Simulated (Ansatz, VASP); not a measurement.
# Two plane-wave programs on NaH

Contents of POSCAR:

```
NaH
1.0
    2.9551240000      0.0000000000      0.0000000000
    0.0000000000      2.9551240000     -0.0886537200
    0.0000000000     -0.0886537200      2.9551240000
Na H
1 1
Direct
    0.0000000000      0.0000000000      0.0000000000
    0.5000000000      0.5000000000      0.5000000000
```

File INCAR.step1:

```
PREC = Accurate
ENCUT = 520
ISMEAR = 0
SIGMA = 0.05
LREAL = F
LASPH = T
NELM = 100
NBANDS = 11
GGA = PE
ALGO = Normal
EDIFF = 1E-4
LWAVE = T
LCHARG = F
```

Contents of INCAR.step2:

```
PREC = Accurate
ENCUT = 520
EDIFF = 1E-7
ISMEAR = 0
SIGMA = 0.05
LREAL = F
LASPH = T
NELM = 100
ALGO = Normal
ISIF = 2
LWAVE = F
LCHARG = T
METAGGA = R2SCAN
LMIXTAU = T
LELF = T
LVHAR = T
NBANDS = 11
ISTART = 1
```

KPOINTS

```
regular mesh
0
Gamma
  10 10 10
```

Input for Ansatz:

```yaml
crystal:
  lattice:
    - [2.955124, 0.0, 0.0]
    - [0.0, 2.955124, -0.08865372]
    - [0.0, -0.08865372, 2.955124]
  atoms:
    - { symbol: Na, position: [0.0, 0.0, 0.0] }
    - { symbol: H, position: [0.5, 0.5, 0.5] }
basis:
  ecutwfc: 500
kpoints:
  mp_grid: { grid: [10, 10, 10] }
hamiltonian:
  xc: r2scan
scf:
  occupations: { method: gaussian, width: 0.05 }
output:
  forces: true
  stress: true
  eigenvalues: true
```

Change from the starting cell: strain -0.0600 x Voigt [0, 0, 0, 1, 0, 0], atoms carried along.

Alike in both runs: task single point; functional r2SCAN; k mesh 10 × 10 × 10; occupations gaussian, width 0.05 eV; no spin polarisation.

|  | VASP | Ansatz |
| --- | --- | --- |
| version | VASP 6.6.1 | Ansatz 0.2.0 |
| potentials or method | VASP PAW PBE potentials, release 64 (Na_pv, H) | scalar-relativistic, plane waves, PAW |
| plane-wave cutoff (eV) | 520 | 500 |
| valence electrons in the cell | 8 | 10 |

VASP gave:

* gap on the k mesh at the Fermi level (eV): 1.62
* least direct gap on the mesh (eV): 5.10
* pressure (GPa): -0.8
* largest component of the traceless stress (GPa): 0.30

Task: Estimate Ansatz's values.

Result: gap on the k mesh at the Fermi level (eV): 1.61; least direct gap on the mesh (eV): 5.09; pressure (GPa): -0.5; largest component of the traceless stress (GPa): 0.28.

The two sets of potentials don't hold the same shells in valence.

Caveats: the PAW data sets were made with another functional, which shifts forces and pressure a little (VASP). A k mesh can miss the band edges.
